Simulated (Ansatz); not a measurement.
Reaction (formal exchange of groups at the Si–Se bond): `C[Si](C)(C)[Se][Si](Cl)(Cl)Cl` + tert-butanol → `O[Si](Cl)(Cl)Cl` + `CC(C)(C)[Se][Si](C)(C)C`

Gas-phase electronic energies from Ansatz, PBE0-D4/def2-TZVP geometries. CCSD(T)/CBS is the MP2 limit (def2-TZVPP, def2-QZVPP) plus CCSD(T) − MP2 in def2-TZVPP, frozen cores. Functionals use def2-TZVPP. B3LYP here is the variant with VWN-RPA as its local correlation; programs differ in this. HSE06 is defined as in plane-wave codes. For Se outer-core shells are correlated without core-valence functions, which leaves a few kJ/mol of doubt a bond. Scalar relativity is left out up to krypton. Each species was taken in one conformer, which may not be the lowest.

`C[Si](C)(C)[Se][Si](Cl)(Cl)Cl`:

Cartesian coordinates in Å:
```
C 1.560 1.042 0.759
Si 0.478 -0.380 0.230
C 1.143 -2.001 0.874
C 0.257 -0.429 -1.619
Se -1.568 -0.217 1.333
Si -2.651 1.218 0.019
Cl -4.291 1.869 1.035
Cl -1.538 2.852 -0.506
Cl -3.302 0.383 -1.727
H 2.552 0.943 0.308
H 1.137 1.999 0.449
H 1.677 1.058 1.845
H 2.147 -2.174 0.476
H 0.507 -2.836 0.573
H 1.210 -1.999 1.965
H 1.228 -0.631 -2.082
H -0.436 -1.217 -1.918
H -0.111 0.520 -2.014
```

`CC(C)(C)O`:

```xyz
15

C     0.085   -1.408   -0.290
C    -0.126    0.015    0.207
C     1.160    0.581    0.779
C    -0.655    0.903   -0.912
O    -1.049    0.013    1.294
H     0.432   -2.045    0.526
H    -0.850   -1.826   -0.678
H     0.822   -1.442   -1.096
H     1.513   -0.044    1.602
H     0.991    1.588    1.164
H     1.938    0.624    0.015
H     0.054    0.959   -1.742
H    -0.834    1.913   -0.538
H    -1.597    0.510   -1.305
H    -1.884   -0.342    0.976
```

`O[Si](Cl)(Cl)Cl`:

```xyz
6

O     0.938    0.892   -0.383
Si   -0.292   -0.084    0.001
Cl   -0.020   -1.947   -0.761
Cl   -0.492   -0.260    2.014
Cl   -1.953    0.745   -0.786
H     1.819    0.655   -0.084
```

`CC(C)(C)[Se][Si](C)(C)C`:

```xyz
27

C    -0.971   -1.462   -2.678
C    -0.108   -0.934   -1.542
C     0.939   -1.965   -1.155
C     0.540    0.377   -1.942
Se   -1.384   -0.678   -0.023
Si   -0.335    0.693    1.482
C     1.406    0.137    1.894
C    -1.430    0.537    2.992
C    -0.308    2.479    0.920
H    -1.480   -2.386   -2.396
H    -1.726   -0.732   -2.976
H    -0.338   -1.676   -3.546
H     0.474   -2.909   -0.867
H     1.600   -2.155   -2.009
H     1.553   -1.623   -0.322
H     1.154    0.221   -2.837
H     1.197    0.760   -1.159
H    -0.207    1.139   -2.169
H     2.091    0.256    1.052
H     1.792    0.742    2.720
H     1.422   -0.911    2.203
H    -1.071    1.199    3.786
H    -2.461    0.817    2.763
H    -1.433   -0.486    3.374
H     0.314    2.625    0.035
H    -1.318    2.820    0.682
H     0.088    3.116    1.718
```

CCSD(T)/CBS gives -52.9 kJ/mol.

Another level gave -45.1 kJ/mol. Which?
A. B3LYP-D4/def2-TZVPP
B. CCSD(T)/def2-TZVPP
C. HF/def2-TZVPP
D. HSE06/def2-TZVPP

A. B3LYP-D4 -45.1, CCSD(T)/def2-TZVPP -57.5, HF/def2-TZVPP -49.7, HSE06 -38.9 kJ/mol.

Largest T1 diagnostic among the species: 0.009.

From BLYP to BHLYP (50 % exact exchange), in def2-TZVPP and without D4, ΔE moves by −4.2 kJ/mol. In def2-TZVPP, CCSD(T) changes the Hartree–Fock value by −7.8 kJ/mol (the triples alone add −0.2 kJ/mol) and MP2 by −11.6 kJ/mol.

CCSD(T)/CBS has its own doubt, a few kJ/mol and more with outer-core shells, so smaller differences from it don't rank the levels.
